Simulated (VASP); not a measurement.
Data:

```yaml
crystal:
  lattice:
    - [1.32975, -2.30320, 0.00000]
    - [1.32975, 2.30320, 0.00000]
    - [0.00000, 0.00000, 4.40516]
  atoms:
    - { symbol: Be, position: [0.66667, 0.33333, 0.50115] }
    - { symbol: Be, position: [0.33333, 0.66667, 0.00115] }
    - { symbol: O, position: [0.66667, 0.33333, 0.87685] }
    - { symbol: O, position: [0.33333, 0.66667, 0.37685] }
```

Computed with PBE GGA, VASP's PBE PAW potentials (set 64) (plane waves; VASP). Numerical set-up: 600 eV cut-off, 8×8×6 Γ-centred mesh, Gaussian smearing of 0.050 eV, potentials Be O.

Task: Estimate the energy per atom (σ→0), pressure.

Result: 
| Item | Result |
|---|---|
| energy per atom (σ→0) | -7.107 eV/atom |
| pressure | 8.80 GPa |

The compound is BeO in the wurtzite structure. This cell was strained or had an atom moved on purpose. Symmetry was kept, so distortions that lower it aren't found.
